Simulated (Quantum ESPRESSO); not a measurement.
A calculation with Quantum ESPRESSO 7.5 of TaN (native input, structure typed inline):

File pw.in:

```
&CONTROL
  calculation = 'scf'
  prefix = 'pwscf'
  outdir = './tmp'
  pseudo_dir = './pseudo'
  tprnfor = .true.
  tstress = .true.
  disk_io = 'low'
/
&SYSTEM
  ibrav = 0
  celldm(1) = 8
  nat = 4
  ntyp = 2
  ecutwfc = 60
  ecutrho = 480
  nbnd = 26
  occupations = 'smearing'
  smearing = 'fd'
  degauss = 0.00367493
/
&ELECTRONS
  conv_thr = 8d-10
  electron_maxstep = 120
  mixing_beta = 0.5
/
ATOMIC_SPECIES
Ta   180.9479 Ta_pbe_v1.uspp.F.UPF
N     14.0070 N.pbe-n-radius_5.UPF
CELL_PARAMETERS alat
  0.8652679113272   0.0000000000000   0.0000000000000
  0.0000000000000   0.8652679113272   0.0000000000000
  0.0000000000000   0.0000000000000   1.0772605769006
ATOMIC_POSITIONS crystal
Ta     0.0000000000    0.5000000000    0.0000000000
Ta     0.5000000000    0.0000000000    0.5000000000
N      0.0000000000    0.0000000000    0.2500000000
N      0.0000000000    0.0000000000    0.7500000000
K_POINTS automatic
7 7 6 0 0 0
```

pp_density.in

```
&INPUTPP
  prefix = 'pwscf'
  outdir = './tmp'
  filplot = 'density.dat'
  plot_num = 0
/
&PLOT
  nfile = 1
  filepp(1) = 'density.dat'
  iflag = 3
  output_format = 6
  fileout = 'density.cube'
/
```

File pp_potential.in:

```
&INPUTPP
  prefix = 'pwscf'
  outdir = './tmp'
  filplot = 'potential.dat'
  plot_num = 11
/
&PLOT
  nfile = 1
  filepp(1) = 'potential.dat'
  iflag = 3
  output_format = 6
  fileout = 'potential.cube'
/
```

Potentials or basis: SSSP 1.3 efficiency PBE.

The run is started by

```bash
$ OMP_NUM_THREADS=1 pw.x -in pw.in > pw.out
$ OMP_NUM_THREADS=1 pp.x -in pp_density.in > pp_density.out
$ OMP_NUM_THREADS=1 pp.x -in pp_potential.in > pp_potential.out
```

The cell comes from a database or a generator and needn't be the stable form of this composition.

Task: Write the same calculation in another form: ASE script, structure from a POSCAR.

Result: As run:

Contents of run.py:

```python
import numpy as np
from ase.calculators.espresso import Espresso, EspressoProfile
from ase.io import read

atoms = read('POSCAR')

input_data = {
    'control': {'calculation': 'scf', 'prefix': 'pwscf', 'outdir': './tmp', 'tprnfor': True, 'tstress': True, 'disk_io': 'nowf'},
    'system': {'ecutwfc': 60.0, 'ecutrho': 480.0, 'nbnd': 26, 'occupations': 'smearing', 'smearing': 'fd', 'degauss': 0.00367493},
    'electrons': {'conv_thr': 8e-10, 'electron_maxstep': 120, 'mixing_beta': 0.5},
}
pseudopotentials = {'N': 'N.pbe-n-radius_5.UPF', 'Ta': 'Ta_pbe_v1.uspp.F.UPF'}
profile = EspressoProfile(command='pw.x', pseudo_dir='pseudo')
dft = Espresso(profile=profile, input_data=input_data, pseudopotentials=pseudopotentials, kpts=(7, 7, 6), koffset=(0, 0, 0))
atoms.calc = dft

print(f'energy {atoms.get_potential_energy():.8f} eV')
print('forces (eV/A)')
print(np.round(atoms.get_forces(), 6))
print('stress (eV/A^3, Voigt)')
print(np.round(atoms.get_stress(), 8))
print(f'Fermi level {dft.get_fermi_level():.4f} eV')
```

Contents of POSCAR:

```
TaN
1.0
    3.6630404800      0.0000000000      0.0000000000
    0.0000000000      3.6630404800      0.0000000000
    0.0000000000      0.0000000000      4.5604939800
Ta N
2 2
Direct
    0.0000000000      0.5000000000      0.0000000000
    0.5000000000      0.0000000000      0.5000000000
    0.0000000000      0.0000000000      0.2500000000
    0.0000000000      0.0000000000      0.7500000000
```

Potentials or basis: SSSP 1.3 efficiency PBE.

The run is started by

```console
$ OMP_NUM_THREADS=1 python run.py
```

Both were run:

|  | native input, structure typed inline | ASE script, structure from a POSCAR |
| --- | --- | --- |
| Pressure | -20.0 GPa | -20.0 GPa |
| Band gap on the k mesh | none (metal or under the smearing width) | none (metal or under the smearing width) |

Keys that steer only the numerical path or the files written may differ.

Caveat: so large a pressure means that the cell lies far from this level's equilibrium, or that cutoff or potentials fall short.
